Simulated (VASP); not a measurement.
## AlSb (zinc blende): computed properties

Calculation: r2SCAN meta-GGA, VASP's PBE PAW potentials (set 64) (plane waves; VASP).

```
Item                                                                              Result
-----------------------------------------------  ---------------------------------------
space group                                                                  F-43m (216)
cell                                             a = b = c = 6.183 Å, α = β = γ = 90.00°
volume per atom                                                            29.54 Å³/atom
band gap (over mesh and band path)                                               1.49 eV
smallest direct gap (over mesh and band path)                                    2.01 eV
Hill bulk modulus                                                               56.1 GPa
Hill shear modulus                                                              32.5 GPa
Poisson's ratio                                                                    0.257
band-edge character without spin-orbit coupling               indirect, Γ to Γ-X at 0.89
band gap with spin-orbit coupling                                                1.28 eV
density                                                                       4.18 g/cm³
mean ε∞ (independent particles)                                                    10.37
optical Γ-point spectrum                                                   316 (×3) cm⁻¹
C11                                                                             86.4 GPa
C12                                                                             40.9 GPa
C44                                                                             41.3 GPa
```

Space group F-43m (No. 216); a = b = c = 6.183 Å, α = β = γ = 90.00°

```json
[
 {"atom": "Al", "site": "4a", "symmetry": "-43m", "x": "0.0000", "y": "0.0000", "z": "0.0000"},
 {"atom": "Sb", "site": "4d", "symmetry": "-43m", "x": "0.7500", "y": "0.7500", "z": "0.7500"}
]
```
(The calculation used a cell of 2 atoms; values per cell refer to that cell.)

Measured: gap 1.73 eV (computed value off by -0.24 eV), as given by Anna Miglio et al., npj Computational Materials (2020), arXiv:2011.12765 [zero-point renormalisation of 35 meV (experimental, the table's column) added back]; a 6.128 Å (computed value off by +0.9 %), as given by Guo-Xu Zhang et al., New Journal of Physics (2018), doi:10.1088/1367-2630/aac7f0 [thermal expansion removed or low-temperature value; zero-point expansion not removed]; bulk modulus 58.2 GPa (computed value off by -3.6 %), shear modulus 31.9 GPa (computed value off by +1.8 %), as given by Cormac Toher et al., Physical Review Materials (2017), arXiv:1611.05714. The calculation is for a static lattice, while the measured bulk modulus, shear modulus hold thermal and zero-point effects, which are part of the difference. Unless said otherwise, spin-orbit coupling is left out, though it shifts the bands of the heavy elements here.

The compound is AlSb in the zinc blende structure. It was relaxed first. Symmetry was kept, so distortions that lower it aren't found.
